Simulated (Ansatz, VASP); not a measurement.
## Cu: VASP beside Ansatz

```
Cu
1.0
     0.00000    1.81458    1.81458
     1.81458    0.00000    1.81458
     1.81458    1.81458    0.00000
Cu
1
Direct
  0.00000 0.00000 0.00000
```

Alike in both runs: task single point; functional PBE; k mesh 15 × 15 × 15; occupations gaussian, width 0.1 eV; no spin polarisation.

|  | VASP | Ansatz |
| --- | --- | --- |
| version | VASP 6.6.1 | Ansatz 0.2.0 |
| potentials or method | VASP PAW PBE potentials, release 64 (Cu) | plane waves (420 eV) with PAW, scalar-relativistic |
| plane-wave cutoff (eV) | 520 | 420 |
| valence electrons in the cell | 11 | 19 |

```tsv
	VASP	Ansatz	Ansatz less VASP
pressure (GPa)	0.4	-0.1	-0.54
```

With one functional, cell and mesh, what is left measures potentials, basis and numerics. The two sets of potentials don't hold the same shells in valence.
